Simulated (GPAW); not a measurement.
PtS2:

```
Pt S
1.0
     3.54320    0.00000    0.00000
    -1.77160    3.06850    0.00000
     0.00000    0.00000    5.03880
Pt S
1 2
Direct
  0.00000 0.00000 0.00000
  0.66667 0.33333 0.77300
  0.33333 0.66667 0.22700
```

| Item | Value |
| --- | --- |
| Program | GPAW 26.7.0 |
| Task | relaxation of cell and atoms |
| Functional | LDA |
| Potentials or basis | the program's PAW data sets (release 1.2.1) made for this functional |
| Cutoff | 600 eV |
| Basis | pw |
| k mesh | 9 × 9 × 5 |
| Occupations | fermi-dirac, width 0.05 eV |
| Spin | no spin polarisation |

At the start: pressure 3.0 GPa; volume 18.26 Å³/atom.

Question: How do energy, volume and symmetry change on relaxing?

Answer: Over 28 steps the energy falls by 29.3 meV/atom and the volume is 16.47 Å³/atom (-9.8 %); space group P-3m1 (No. 164, to 0.05 Å).

Step by step:
```tsv
step	energy change (eV)	largest force (eV/Å)	pressure (GPa)	volume (Å³)
1	0.0000	0.7646	3.04	54.78
2	-0.0135	0.6081	1.84	54.97
3	-0.0284	0.3447	-0.13	55.28
4	-0.0336	0.0544	-2.16	55.54
5	-0.0341	0.0608	-2.08	55.50
6	-0.0349	0.0732	-1.93	55.44
7	-0.0361	0.0904	-1.71	55.34
8	-0.0374	0.1108	-1.44	55.21
9	-0.0387	0.1323	-1.13	55.07
10	-0.0400	0.1519	-0.82	54.90
11	-0.0413	0.1666	-0.53	54.74
12	-0.0427	0.1740	-0.27	54.55
13	-0.0443	0.1693	-0.08	54.36
14	-0.0461	0.1487	0.00	54.17
15	-0.0481	0.1104	-0.05	53.97
16	-0.0503	0.0576	-0.23	53.78
17	-0.0525	0.0018	-0.45	53.57
18	-0.0549	0.0388	-0.59	53.31
19	-0.0582	0.0488	-0.54	52.98
20	-0.0626	0.0228	-0.26	52.59
21	-0.0677	0.0270	0.10	52.16
22	-0.0735	0.0660	0.21	51.75
23	-0.0794	0.0637	-0.15	51.39
24	-0.0842	0.0348	-0.72	50.99
25	-0.0876	0.0406	-0.59	50.31
26	-0.0876	0.0614	0.33	49.37
27	-0.0877	0.0494	0.24	49.38
28	-0.0879	0.0283	0.08	49.42
```

Final structure:
```xyz
3
Lattice="3.5640 0.0000 0.0000 -1.7820 3.0865 0.0000 0.0000 0.0000 4.4922" Properties=species:S:1:pos:R:3 pbc="T T T"
Pt    0.0000    0.0000    0.0000
S     1.7820    1.0288    3.3114
S     0.0000    2.0577    1.1809
```

Caveat: later steps reuse the first step's grids.
